How much of the band structure of a PtS2 monolayer changes when PBE is replaced by the hybrid functional HSE06, and can one constant added to the PBE empty bands stand in for the costlier calculation? In the table v1 and v2 are the highest and second-highest filled bands, and c1 and c2 the lowest and second-lowest empty ones. Gamma, M and K are the symmetry points of the hexagonal zone. The three extra points were located with PBE on or near the Gamma–M line, extra_v being the PBE valence top and extra_c the PBE conduction bottom. Errors below are relative to HSE06, itself an approximation without quasiparticle or exciton corrections.

Band levels of a 1T PtS2 monolayer (in-plane lattice constant 3.538 Å) at named k points, each measured from the valence top of its own level of theory. Ansatz 0.2.0, plane-wave PAW, 420 eV cutoff, no spin polarisation, the same strained r2SCAN geometry throughout. The cheaper level is PBE (12×12×1 k mesh), the costlier HSE06 (6×6×1).

```
point name  band v2, cheaper level (eV)  band v1, cheaper level (eV)  band c1, cheaper level (eV)  band c2, cheaper level (eV)  band v2, costlier level (eV)  band v1, costlier level (eV)  band c1, costlier level (eV)  band c2, costlier level (eV)
     Gamma                       -0.234                       -0.234                        3.271                        3.271                        -0.091                        -0.091                         4.223                         4.223
         M                       -1.674                       -1.423                        2.907                        3.044                        -2.042                        -1.471                         3.894                         4.018
         K                       -0.689                       -0.689                        2.194                        2.194                        -1.012                        -1.012                         3.122                         3.122
   extra_d                       -0.208                       -0.062                        1.886                        2.867                        -0.198                        -0.139                         2.741                         3.826
   extra_v                       -0.158                        0.000                        2.261                        2.977                        -0.093                        -0.080                         3.122                         3.930
   extra_c                       -0.298                       -0.124                        1.811                        2.833                        -0.324                        -0.152                         2.667                         3.796
```

Both levels, run with closed shells imposed, give a semiconductor with an indirect gap and the lowest c1 at extra_c. Since each zero is the valence top, c1 in that row is the gap, 1.811 eV in PBE and 2.667 eV in HSE06, so PBE is smaller by 32 % of the HSE06 value. The cause is standard: PBE eigenvalues lack the jump in potential on adding an electron, and each electron partly repels itself, which raises the filled levels. The fraction of screened exact exchange in HSE06 cancels part of that self-repulsion and lowers filled states against empty ones.

Theory argues that this correction depends on orbital character, being larger for compact orbitals, so one constant can describe only states that are alike. Platinum here is low-spin d6 Pt(IV) in an octahedron of sulfur. The two empty bands are then both antibonding mixtures of Pt eg and S p orbitals and should move together. The upper filled bands mix Pt t2g and S p states in proportions that vary across the zone, and should move unevenly.

The rigid-shift model tests this. It keeps the PBE filled levels and raises the empty ones by the gap difference Δ, which is fixed by c1 at extra_c alone, so that level is no test.

Δ = 2.667 − 1.811 = 0.856 eV
E(c, estimate) = E(c, PBE) + Δ, E(v, estimate) = E(v, PBE)

For the empty bands the numbers agree with the argument to about 0.1 eV, though they do not test the orbital labels. At the three extra points c1 rises by 0.855 to 0.861 eV and c2 by 0.953 to 0.963 eV, so Δ, fixed where the rise is near its smallest, leaves most empty levels too low. The shifted levels miss HSE06 by 0.09 eV rms, at worst by 0.13 eV for c1 at M. Across the six points c1 spans only 7 % more in HSE06 than in PBE. The residuals of each row stand in the output after this text.

The vertical gap c1 − v1 at K, a row not used for Δ, is independent of either zero and shows where the model fails.

PBE: 2.194 − (−0.689) = 2.883 eV
estimate: 2.883 + 0.856 = 3.739 eV
HSE06: 3.122 − (−1.012) = 4.134 eV
miss: 4.134 − 3.739 = 0.395 eV, about 10 % of the HSE06 value

Most of the miss sits in the filled band, since v1 at K falls by 0.323 eV while c1 exceeds the rigid shift by only 0.072 eV. Part of the fall is a change of zero. The highest filled level found in HSE06 lies midway along Gamma–K, 0.080 eV above v1 at extra_v, which is why no HSE06 row reaches zero. Measured from extra_v at both levels, K still falls by 0.243 eV.

Gamma moves the other way: it lies 0.234 eV below extra_v in PBE and only 0.011 eV below it in HSE06. A uniform stretch of the band fails too, for the depth of v1 below each level's own top grows by a factor 1.47 at K and only 1.03 at M, and it shrinks at Gamma. A natural guess is that the top state at Gamma is mostly S p and that at K richer in Pt d, which exchange would then have to lower more. Neither the assignment nor that ordering is tested here. The bands are also sorted by energy, so v1 need not be the same state at both levels: at extra_v it lies 0.158 eV above v2 in PBE but only 0.013 eV above it in HSE06, close enough for the two to have swapped. At the nearby mesh point a third of the way along Gamma–M the top three HSE06 filled bands lie within 0.08 eV, and at M v2 meets the band below it.

The position of the hole valley is therefore settled by neither level. In HSE06 the top, extra_v and Gamma lie within 0.1 eV of one another, a few times kT at 300 K (0.026 eV). Spin–orbit coupling, absent from both calculations, would split the v1 = v2 pairs at Gamma and K, and with an atom as heavy as platinum it may reorder these candidates. Hole masses and mobilities need it, and a finer HSE06 search for the top, before the functional is judged.

The sampling of k points matters too, though less than the functional. Read on its 6×6 mesh alone, the HSE06 gap is 0.277 eV too large against the value with added points, a third of Δ, because the conduction bottom falls between mesh points. On the 12×12 PBE mesh the same error is under 0.02 eV. Even 2.667 eV is an upper bound for the HSE06 bands, as the edges were sought only on the coarse mesh and at the named points. Along Gamma–M the HSE06 c1 values on either side of extra_c, 2.741 and 3.107 eV, bracket the minimum, so the larger doubt is the valence top. The short range of the screened exchange against six cell lengths argues that the coarse mesh harms the levels themselves little, though that is untested.

The cost follows from counting. PBE treats each orbital singly, while exact exchange couples each orbital to the filled ones at all mesh points.

PBE: 19 k points × 19 bands = 361 orbitals
HSE06: 7 k points × 19 bands × 36 mesh points × 15 filled bands = 71820 pairs

That is two orders of magnitude per pass, a count and not a timing, and a 12×12 HSE06 mesh would multiply it by another 11. The economical route is to locate the conduction bottom with PBE and evaluate HSE06 at that added point. The valence top must be searched for in HSE06 itself, since the point located with PBE lies at least 0.080 eV below it. PBE alone gives the indirect character and the electron valley, and PBE plus Δ, which itself takes an HSE06 gap to fix, gives empty levels to about 0.1 eV. Vertical gaps open by anything from 0.809 eV at Gamma to 1.251 eV at K, so Δ misses them by up to 0.4 eV, and even a constant centred on that range misses by 0.22 eV while spoiling the indirect gap. Anything finer needs HSE06 itself. These gaps belong to the shared cell, which is recorded as strained and in which the force along c on one of the two sulfur atoms is +0.123 eV/Å in PBE and −0.299 eV/Å in HSE06, so it is the equilibrium of neither level.

The analysis program printed:

```
rounding: 0.001 eV on a difference; kT at 300 K 0.026 eV
gap PBE 1.811 HSE06 2.667 eV, step 0.856, ratio 1.47, PBE smaller by 32 %
shift HSE06 - PBE (eV): v2 v1 c1 c2 | c1, c2 shift minus gap step
Gamma    +0.143 +0.143 +0.952 +0.952 | +0.096 +0.096
M        -0.368 -0.048 +0.987 +0.974 | +0.131 +0.118
K        -0.323 -0.323 +0.928 +0.928 | +0.072 +0.072
extra_d  +0.010 -0.077 +0.855 +0.959 | -0.001 +0.103
extra_v  +0.065 -0.080 +0.861 +0.953 | +0.005 +0.097
extra_c  -0.026 -0.028 +0.856 +0.963 | +0.000 +0.107
band v2 shift: min -0.368 max +0.143 spread 0.511 mean -0.083 eV
band v1 shift: min -0.323 max +0.143 spread 0.466 mean -0.069 eV
band c1 shift: min +0.855 max +0.987 spread 0.132 mean +0.906 eV
band c2 shift: min +0.928 max +0.974 spread 0.046 mean +0.955 eV
rigid shift misfit, rms / worst: empty 0.087 / 0.131, filled 0.184 / 0.368 eV
vertical gap c1-v1 (eV): PBE HSE06 opening | opening minus gap step
Gamma    3.505 4.314 0.809 | -0.047
M        4.330 5.365 1.035 | +0.179
K        2.883 4.134 1.251 | +0.395
extra_d  1.948 2.880 0.932 | +0.076
extra_v  2.261 3.202 0.941 | +0.085
extra_c  1.935 2.819 0.884 | +0.028
least vertical gap minus indirect gap: PBE 0.124 HSE06 0.152 eV
v1 from extra_v (eV): PBE HSE06 change | v1-v2 PBE HSE06 | c2-c1 PBE HSE06
Gamma    -0.234 -0.011 +0.223 | 0.000 0.000 | 0.000 0.000
M        -1.423 -1.391 +0.032 | 0.251 0.571 | 0.137 0.124
K        -0.689 -0.932 -0.243 | 0.000 0.000 | 0.000 0.000
extra_d  -0.062 -0.059 +0.003 | 0.146 0.059 | 0.981 1.085
extra_v  +0.000 +0.000 +0.000 | 0.158 0.013 | 0.716 0.808
extra_c  -0.124 -0.072 +0.052 | 0.174 0.172 | 1.022 1.129
v1 depth ratio HSE06/PBE, own top: Gamma 0.39 K 1.47 M 1.03; from extra_v: K 1.35 M 0.98
range of c1 over the six points: PBE 1.460 HSE06 1.556 eV (+6.6 %)
range of c2 over the six points: PBE 1.077 HSE06 1.101 eV (+2.2 %)
v1 order from the top, PBE: extra_v > extra_d > extra_c > Gamma > K > M
v1 order from the top, HSE06: extra_v > Gamma > extra_d > extra_c > K > M
c1 at K minus c1 at extra_v: PBE -0.067 HSE06 +0.000 eV
distance from Gamma over Gamma-M: extra_v 0.29, extra_d 0.40, extra_c 0.47
gap on mesh alone minus gap: PBE 12x12 0.016, HSE06 6x6 0.277 eV (32 % of gap step)
HSE06 c1 along Gamma-M at 0.167, 0.200, 0.234, 0.333: 2.944 2.741 2.667 3.107 eV
HSE06 v1 v2 v3 at (1/6,0,0): -0.117 -0.121 -0.193 eV; v2-v3 at M 0.0003 eV
force along c on the same S atom: PBE +0.123 HSE06 -0.299 eV/A
exchange screening length about 4.8 A; 6 cells span 21.2 A
count per pass: PBE orbitals 361; HSE06 orbital pairs 71820; ratio about 199 (no q thinning assumed)
HSE06 pair count, 12x12 over 6x6 mesh: 11
```
